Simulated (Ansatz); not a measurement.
This is a field-response calculation (clamped ions) with Ansatz on a 6-atom cell of ZrO2 started from a crystallographic database; the level of theory is PBE. The cell was relaxed beforehand with r2SCAN.

```yaml
crystal:
  lattice:
    - [3.6010266379, 0.0, 0.0]
    - [0.0, 3.6010266379, 0.0]
    - [0.0, 0.0, 5.227183601]
  atoms:
    - { symbol: Zr, position: [0.0, 0.0, 0.0] }
    - { symbol: Zr, position: [0.5, 0.5, 0.5] }
    - { symbol: O, position: [0.0, 0.5, 0.1969684769] }
    - { symbol: O, position: [0.0, 0.5, 0.6969684769] }
    - { symbol: O, position: [0.5, 0.0, 0.3030315231] }
    - { symbol: O, position: [0.5, 0.0, 0.8030315231] }
kpoints:
  mp_grid: { grid: [6, 6, 4] }
hamiltonian:
  xc: pbe
scf:
  occupations: { method: fixed }
dielectric: {}
```

In the abridged output below, numbers in square brackets stand for lines, or ends of lines, that were taken out.
```
Functional definition: PBE
Crystal: 6 atoms, lattice volume = 67.783 Å³
Basis set: ecut = 420 eV, 1297 PW (Γ)
Bands: 30, of which v1, the nominal top of the filled ones, is band 24 counted from 1 (23 counted from 0)
Symmetry: 16 space group operations
k-points: 56 of 144 (irreducible under 2 space group operations, time reversal used)
SCF converged after 8 iterations
Free energy (F): -10647.830198 eV
Fermi energy:    11.065110 eV
--- Per-component energies (eV) ---
  E_band       = -146.174624
  E_kinetic    = 1375.451903
  E_local      = -2353.478051
  E_nonlocal   = 343.036225
  E_hartree    = 777.233375
  E_xc         = -623.789835
  E_vxc        = -765.460738
  E_paw        = -6537.933485
  E_vpaw       = -300.200980
  E_ewald      = -3628.360444
--- Dielectric response (ions clamped): 3 representative field directions + reference, inside a basis on a mesh of 144 k-points ---
  ε∞ (high-frequency dielectric tensor):
[1]
  Born effective charges Z* (e; rows j = field, columns β = displacement):
    site 0:
[2]
    site 1:
[3]
    site 2:
[4]
    site 3:
[5]
    site 4:
[6]
    site 5:
[7]
  ε∞ is read to err by 1.8e-2, Z* by 2.4e-2 e
```

Problem. What stood in the gaps? They hold ε∞ (with the ionic part, where printed), the Born charges.

Solution.
```
[1]
        5.720695     0.000000     0.000000
        0.000000     5.720695     0.000000
        0.000000     0.000000     5.049935
[2]
         5.78111    0.00000    0.00000
         0.00000    5.78111    0.00000
         0.00000    0.00000    4.88285
[3]
         5.78111    0.00000    0.00000
         0.00000    5.78111    0.00000
         0.00000    0.00000    4.88285
[4]
        -2.06093    0.00000    0.00000
         0.00000   -3.72018    0.00000
         0.00000    0.00000   -2.44143
[5]
        -3.72018    0.00000    0.00000
         0.00000   -2.06093    0.00000
         0.00000    0.00000   -2.44143
[6]
        -2.06093    0.00000    0.00000
         0.00000   -3.72018    0.00000
         0.00000    0.00000   -2.44143
[7]
        -3.72018    0.00000    0.00000
         0.00000   -2.06093    0.00000
         0.00000    0.00000   -2.44143
```

The electronic dielectric tensor ε∞ is 5.72 along x and y, 5.05 along z. Born charges, averaged over directions: Zr +5.48, O -2.74 e.

Command: `ansatz run input.yaml --threads 4 --pin off --max-ram 7372MiB --backend cpu --events-out ev --progress --plain --runs-dir out`. Wall time 25 s on 4 threads of Arm Neoverse V1 (shared host); peak host memory 0.76 GiB.

Calculated for a static, non-magnetic cell.
